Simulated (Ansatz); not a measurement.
# PbS (Fm-3m) at 3 levels of theory

One geometry, relaxed with PBE; plane waves with PAW potentials in Ansatz, scalar-relativistic unless the row names spin-orbit coupling. No spin polarisation but for the spin–orbit row. Gaps are the least over mesh and band path; pressure is positive in compression, and isn't given for hybrids.

```yaml
crystal:
  lattice:
    - [-2.12406, 2.12406, 3.00436]
    - [2.12406, -2.12406, 3.00436]
    - [2.12406, 2.12406, -3.00436]
  atoms:
    - { symbol: Pb, position: [0.50000, 0.50000, 0.00000] }
    - { symbol: S, position: [0.00000, 0.00000, 0.00000] }
```

```
                       level  cutoff (eV)    k mesh  gap (eV)  pressure (GPa)
                         PBE          420  12×12×12      0.49             0.0
                       HSE06          420     8×8×8      0.94               -
PBE with spin-orbit coupling          420  12×12×12      0.04            -0.3
```

Spin-orbit coupling matters for the bands of heavy elements and enters only rows that name it.

The cell was reached from a generator's guess, though it ends in a space group that the Crystallography Open Database lists for this formula.
